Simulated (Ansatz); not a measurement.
All numbers below come from Ansatz, DFT PBE, scalar-relativistic, plane waves, PAW. Settings: cutoff 420 eV, Γ-centred meshes spaced at most about 0.3 Å⁻¹, and about 0.25 Å⁻¹ or finer for metals (2π included), Gaussian smearing. No spin polarisation.

These are static total energies at zero pressure.

Problem. Order these relaxed structures of CoSn by energy, lowest first, with the energy over the lowest of them.
A.

```cif
data_structure
_symmetry_space_group_name_H-M 'F-43m'
_symmetry_Int_Tables_number 216
_cell_length_a 5.7277
_cell_length_b 5.7277
_cell_length_c 5.7277
_cell_angle_alpha 90.000
_cell_angle_beta 90.000
_cell_angle_gamma 90.000
_cell_volume 187.90
loop_
_atom_site_label
_atom_site_type_symbol
_atom_site_symmetry_multiplicity
_atom_site_Wyckoff_symbol
_atom_site_fract_x
_atom_site_fract_y
_atom_site_fract_z
_atom_site_occupancy
Co1 Co 4 a 0.00000 0.00000 0.00000 1
Sn1 Sn 4 c 0.25000 0.25000 0.25000 1
```

B.

```cif
data_structure
_symmetry_space_group_name_H-M 'P6/mmm'
_symmetry_Int_Tables_number 191
_cell_length_a 5.2966
_cell_length_b 5.2966
_cell_length_c 4.2302
_cell_angle_alpha 90.000
_cell_angle_beta 90.000
_cell_angle_gamma 120.000
_cell_volume 102.78
loop_
_atom_site_label
_atom_site_type_symbol
_atom_site_symmetry_multiplicity
_atom_site_Wyckoff_symbol
_atom_site_fract_x
_atom_site_fract_y
_atom_site_fract_z
_atom_site_occupancy
Co1 Co 3 f 0.00000 0.50000 0.00000 1
Sn1 Sn 2 d 0.66667 0.33333 0.50000 1
Sn2 Sn 1 a 0.00000 0.00000 0.00000 1
```

C.

```cif
data_structure
_symmetry_space_group_name_H-M 'P6_3/mmc'
_symmetry_Int_Tables_number 194
_cell_length_a 4.3982
_cell_length_b 4.3982
_cell_length_c 5.0247
_cell_angle_alpha 90.000
_cell_angle_beta 90.000
_cell_angle_gamma 120.000
_cell_volume 84.18
loop_
_atom_site_label
_atom_site_type_symbol
_atom_site_symmetry_multiplicity
_atom_site_Wyckoff_symbol
_atom_site_fract_x
_atom_site_fract_y
_atom_site_fract_z
_atom_site_occupancy
Co1 Co 2 c 0.66667 0.33333 0.75000 1
Sn1 Sn 2 d 0.66667 0.33333 0.25000 1
```

Solution. B (0 meV/atom), C (557 meV/atom), A (845 meV/atom). Forms: B CoSn type, P6/mmm; C P6_3/mmc; A zinc blende type, F-43m. Counting all near atoms (those within 1.25 times the shortest distance at each site; a plus sign parts nearer from farther groups; a slash parts the counts of unlike sites): B has Co 10, Sn 6/6+3; C has Co 5, Sn 5; A has Co 4, Sn 4. Origin: A and C, invented; B, reached from a Materials Project cell.

A magnetic state wasn't ruled out in cells without spin, among them P6/mmm, F-43m. Cells relaxed within their symmetry can be saddle points. Some types were kept out of the candidates beforehand, so the set may lack a known form.
